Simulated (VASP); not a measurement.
# Ga2O3: relaxation of cell and atoms with LDA

Crystal: Ga2O3.

```
Ga O
1.0
     6.10700   -1.51855    0.00000
     6.10700    1.51855    0.00000
    -1.38599    0.00000    5.63001
Ga O
4 6
Direct
  0.09050 0.09050 0.79460
  0.90950 0.90950 0.20540
  0.65866 0.65866 0.31402
  0.34134 0.34134 0.68598
  0.16450 0.16450 0.10980
  0.83550 0.83550 0.89020
  0.17330 0.17330 0.56320
  0.82670 0.82670 0.43680
  0.49590 0.49590 0.25660
  0.50410 0.50410 0.74340
```

* Program: VASP 6.6.1
* Task: relaxation of cell and atoms
* Functional: LDA
* Potentials or basis: VASP PAW LDA potentials, release 64 (Ga_d, O)
* Cutoff: 600 eV
* k mesh: 10 × 10 × 6
* Occupations: gaussian, width 0.03 eV
* Spin: no spin polarisation
* Further INCAR settings: ALGO = Normal; EDIFF = 1e-06; IBRION = 2; EDIFFG = -0.01; NSW = 90; ISIF = 3

```
Relaxed volume                         : 10.29 Å³/atom
Relaxed cell                           : a = 6.263 Å, b = 6.263 Å, c = 5.763 Å, α = 103.30°, β = 103.30°, γ = 27.93°
Space group after relaxing (to 0.05 Å) : C2/m (No. 12)
Energy gained by relaxing              : 1.4 meV/atom
Ionic steps                            : 18
Pressure after relaxing                : 0.0 GPa
Largest force after relaxing           : 0.008 eV/Å
Band gap on the k mesh                 : 2.44 eV, indirect (least direct gap 2.47 eV)
```

Forces on the atoms (eV/Å):
```
Ga  -0.002  0.000 -0.003
Ga   0.002  0.000  0.003
Ga   0.002  0.000  0.002
Ga  -0.002  0.000 -0.002
O    0.000  0.000  0.003
O    0.000  0.000 -0.003
O   -0.004  0.000 -0.006
O    0.004  0.000  0.006
O   -0.005  0.000 -0.005
O    0.005  0.000  0.005
```

Step by step:
```tsv
step	energy change (eV)	largest force (eV/Å)	pressure (GPa)	volume (Å³)
1	0.0000	0.0953	-2.65	104.42
2	-0.0017	0.1723	2.65	101.84
3	-0.0119	0.0851	0.05	103.08
4	-0.0119	0.0845	0.09	103.05
5	-0.0129	0.0593	0.02	103.02
6	-0.0129	0.0599	0.02	103.02
7	-0.0133	0.0374	-0.06	103.02
8	-0.0134	0.0512	-0.10	103.03
9	-0.0137	0.0204	0.00	102.97
10	-0.0137	0.0239	0.05	102.94
11	-0.0137	0.0265	0.05	102.93
12	-0.0138	0.0232	-0.06	102.94
13	-0.0139	0.0236	-0.11	102.96
14	-0.0139	0.0213	-0.01	102.93
15	-0.0140	0.0185	0.01	102.89
16	-0.0140	0.0322	0.16	102.79
17	-0.0140	0.0200	0.01	102.86
18	-0.0141	0.0075	0.04	102.86
```

Final structure:
```
Ga O
1.0
     6.07815   -1.51132    0.00718
     6.07815    1.51132    0.00718
    -1.37284    0.00000    5.59715
Ga O
4 6
Direct
  0.09081 0.09081 0.79525
  0.90919 0.90919 0.20475
  0.65892 0.65892 0.31442
  0.34108 0.34108 0.68558
  0.16607 0.16607 0.10945
  0.83393 0.83393 0.89055
  0.17307 0.17307 0.56186
  0.82693 0.82693 0.43814
  0.49652 0.49652 0.25582
  0.50348 0.50348 0.74418
```

Levels at points of the mesh, in eV from the valence-band top:
```tsv
k point	band 42	band 43	band 44	band 45	band 46	band 47
(0.00, 0.00, 0.00)	-0.52	-0.30	-0.02	2.44	5.62	6.60
(0.50, 0.00, 0.00)	-0.75	-0.48	-0.12	5.54	6.48	7.20
(0.50, 0.50, 0.00)	-0.69	-0.42	-0.17	4.57	4.85	5.64
(0.00, 0.00, 0.50)	-0.67	-0.51	-0.31	4.80	4.89	6.73
(0.50, 0.00, 0.50)	-1.12	-0.77	-0.69	6.87	6.89	7.76
(0.50, 0.50, 0.50)	-0.62	-0.62	-0.02	5.21	5.28	6.26
```

Run time: 96 min on 4 MPI ranks on Intel(R) Xeon(R) Platinum 8375C CPU @ 2.90GHz (Ice Lake), on a shared host, peak memory 0.88 GiB a rank.

A k mesh can miss the band edges. LDA usually gives volumes a few per cent too small.
